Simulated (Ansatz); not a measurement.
Crystal: GaSb.

```
Sb Ga
1.0
     0.00000    3.05900    3.05900
     3.05900    0.00000    3.05900
     3.05900    3.05900    0.00000
Sb Ga
1 1
Direct
  0.75000 0.75000 0.75000
  0.00000 0.00000 0.00000
```

Base run:

```yaml
Program: Ansatz 0.2.0
Functional: PBE
Potentials_or_basis: all-electron LAPW, scalar-relativistic
Cutoff: 278 eV (chosen from the basis error)
Basis_error_allowed: 0.001 eV/atom
k_mesh: 8 × 8 × 8
Occupations: gaussian, width 0.018 eV
Spin: no spin polarisation
```

Its results: band gap on the k mesh 0.04 eV, direct; pressure 2.3 GPa.

Question: The run is repeated on the same cell with these changes: functional from PBE to RPBE; occupations from gaussian, width 0.018 eV to fermi-dirac, width 0.05 eV. What comes out?

Answer: Band gap on the k mesh 0.14 eV, direct; pressure 3.9 GPa.

Caveats: spin-orbit coupling is left out, which moves the levels of the heavy elements.
